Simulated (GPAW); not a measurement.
## AlNi3: single point with PBEsol

Crystal: AlNi3.

```
Ni Al
1.0
     0.00000    2.80189    2.80189
     2.80189    0.00000    2.80189
     2.80189    2.80189    0.00000
Ni Al
3 1
Direct
  0.74919 0.74895 0.75410
  0.00418 0.98856 0.00191
  0.23874 0.26474 0.25634
  0.50429 0.48318 0.50654
```

The cell comes from a database or a generator and needn't be the stable form of this composition.

The cell isn't the ideal one: atoms moved at random, drawn with an rms of 0.05 Å.

- Program: GPAW 26.7.0
- Task: single point
- Functional: PBEsol
- Potentials or basis: PAW data sets generated in the run's folder for this functional
- Cutoff: 600 eV
- Basis: pw
- k mesh: 8 × 8 × 8
- Occupations: fermi-dirac, width 0.05 eV
- Spin: collinear spin, ferromagnetic start
- Starting moments: [1.0, 1.0, 1.0, 0.0] μB

```
Pressure               : 2.0 GPa
Largest force          : 0.817 eV/Å
Band gap on the k mesh : none (metal or under the smearing width)
Net moment             : 0.00 μB per cell
```

Forces in eV/Å, atoms in the order of the input:
```
Ni  -0.284  0.116 -0.181
Ni   0.504 -0.175  0.205
Ni  -0.698  0.299 -0.300
Al   0.478 -0.240  0.275
```

Stress tensor (GPa, compression positive):
```
 1.83 -0.43  0.50
-0.43  2.17 -0.42
 0.50 -0.42  2.14
```

Levels at points of the mesh, in eV from the Fermi level:
Spin up:
```tsv
k point	band 22	band 23	band 24	band 25	band 26	band 27	band 28	band 29
(0.00, 0.00, 0.00)	-0.57	-0.56	-0.54	-0.52	5.33	5.35	5.41	5.96
(0.00, 0.00, 0.50)	-0.68	-0.62	-0.48	-0.46	-0.13	4.16	4.40	4.76
(0.00, 0.50, 0.00)	-0.65	-0.63	-0.46	-0.43	-0.09	4.18	4.29	4.84
(0.00, 0.50, 0.50)	-1.07	-0.75	-0.59	-0.40	-0.37	-0.34	-0.02	4.28
(0.50, 0.00, 0.00)	-0.71	-0.64	-0.49	-0.48	-0.16	4.22	4.41	4.75
(0.50, 0.00, 0.50)	-1.04	-0.74	-0.61	-0.38	-0.34	-0.32	-0.03	4.28
(0.50, 0.50, 0.00)	-1.04	-0.74	-0.61	-0.38	-0.34	-0.32	-0.03	4.28
(0.50, 0.50, 0.50)	-0.71	-0.63	-0.48	-0.48	-0.15	4.20	4.41	4.75
```
Spin down:
```
           k point  band 21  band 22  band 23  band 24  band 25  band 26  band 27  band 28  band 29  band 30
(0.00, 0.00, 0.00)    -0.88    -0.57    -0.56    -0.54    -0.52     5.33     5.35     5.41     5.96     6.02
(0.00, 0.00, 0.50)    -1.74    -0.68    -0.62    -0.48    -0.46    -0.12     4.16     4.40     4.76     4.94
(0.00, 0.50, 0.00)    -1.74    -0.65    -0.63    -0.46    -0.43    -0.09     4.18     4.29     4.84     4.93
(0.00, 0.50, 0.50)    -1.26    -1.07    -0.75    -0.59    -0.40    -0.37    -0.34    -0.02     4.28     4.75
(0.50, 0.00, 0.00)    -1.78    -0.71    -0.64    -0.49    -0.48    -0.16     4.22     4.41     4.75     4.90
(0.50, 0.00, 0.50)    -1.27    -1.04    -0.74    -0.61    -0.38    -0.34    -0.32    -0.03     4.28     4.75
(0.50, 0.50, 0.00)    -1.27    -1.04    -0.74    -0.61    -0.38    -0.34    -0.32    -0.03     4.28     4.75
(0.50, 0.50, 0.50)    -1.77    -0.71    -0.63    -0.48    -0.48    -0.15     4.20     4.41     4.75     4.91
```

Run time: 4.5 min on 4 MPI ranks on Arm Neoverse V2 (shared host), peak memory 0.36 GiB a rank.

Caveat: the stock nickel data set gives pressures a few GPa off other programs.
